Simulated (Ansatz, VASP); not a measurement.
**Mg in VASP and in Ansatz**

```
Mg
1.0
     3.21006    0.00000    0.00000
    -1.60503    2.78000    0.00000
     0.00000    0.00000   20.13793
Mg
3
Cartesian
  0.0000 1.8533 7.5000
  1.6050 0.9267 10.0690
  0.0000 1.8533 12.6379
```

Alike in both runs: task single point; functional PBE; k mesh 12 × 12 × 1; occupations gaussian, width 0.1 eV; no spin polarisation.

|  | VASP | Ansatz |
| --- | --- | --- |
| version | VASP 6.6.1 | Ansatz 0.2.0 |
| potentials or method | VASP PAW PBE potentials, release 64 (Mg) | scalar-relativistic, plane waves, PAW |
| plane-wave cutoff (eV) | 520 | 420 |
| valence electrons in the cell | 6 | 30 |

|  | VASP | Ansatz | Ansatz less VASP |
| --- | --- | --- | --- |
| gap on the k mesh at the Fermi level (eV) | none | none | - |
| rms of the force components (eV/Å) | 0.022 | 0.025 | +0.0029 |

Atom by atom the forces differ by 0.003 eV/Å (rms over components). A gap of «none» marks a metal or a gap that the smearing closes. With one functional, cell and mesh, what is left measures potentials, basis and numerics. The two sets of potentials don't hold the same shells in valence. Ansatz warned: «xc_potential_rough_in_thin_density».
